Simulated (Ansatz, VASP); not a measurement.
# CaSe: VASP beside Ansatz

INCAR

```
SYSTEM = CaSe
ALGO = Normal
EDIFF = 1E-7
ENCUT = 520
GGA = PE
ISIF = 2
ISMEAR = -1
LASPH = .TRUE.
LCHARG = .FALSE.
LREAL = .FALSE.
LWAVE = .FALSE.
NBANDS = 15
NELM = 80
PREC = Accurate
SIGMA = 0.05
```

KPOINTS

```
k-points
0
G
  7 7 7
  0 0 0
```

Contents of POSCAR:

```
CaSe
1.0
    0.0000000000      3.3434260326      3.3434260326
    3.3434260326      0.0000000000      3.3434260326
    3.3434260326      3.3434260326      0.0000000000
Se Ca
1 1
Direct
    0.2500000000      0.2500000000      0.2500000000
    0.0000000000      0.0000000000      0.0000000000
```

The input input.yaml:

```yaml
crystal:
  lattice:
    - [0.0, 3.3434260326, 3.3434260326]
    - [3.3434260326, 0.0, 3.3434260326]
    - [3.3434260326, 3.3434260326, 0.0]
  atoms:
    - { symbol: Se, position: [0.25, 0.25, 0.25] }
    - { symbol: Ca, position: [0.0, 0.0, 0.0] }
hamiltonian:
  xc: pbe
  pseudopotentials: { kind: paw }
kpoints:
  mp_grid: { grid: [7, 7, 7] }
scf:
  occupations: { method: fermi_dirac, width: 0.05 }
output:
  forces: true
  stress: true
  eigenvalues: true
```

Change from the starting cell: volume scaled by 1.04.

Alike in both runs: task single point; functional PBE; k mesh 7 × 7 × 7; occupations fermi-dirac, width 0.05 eV; no spin polarisation.

```csv
,VASP,Ansatz
version,VASP 6.6.1,Ansatz 0.2.0
potentials or method,"VASP PAW PBE potentials, release 64 (Se, Ca_sv)",Ansatz PAW
plane-wave cutoff (eV),520,420
valence electrons in the cell,16,26
```

Ansatz gave:

| Property | Result |
| --- | --- |
| gap on the k mesh at the Fermi level (eV) | 3.03 |
| least direct gap on the mesh (eV) | 3.10 |
| pressure (GPa) | -1.3 |

Question: Estimate VASP's values.

Answer: gap on the k mesh at the Fermi level (eV): 3.03; least direct gap on the mesh (eV): 3.10; pressure (GPa): -1.2.

With one functional, cell and mesh, what is left measures potentials, basis and numerics. The two sets of potentials don't hold the same shells in valence.

Caveats: an odd mesh through Γ misses points on the zone boundary, where band edges often lie (VASP); odd divisions of the mesh miss points on the zone boundary, where band edges often lie, so the gap on the mesh can be too wide (Ansatz).
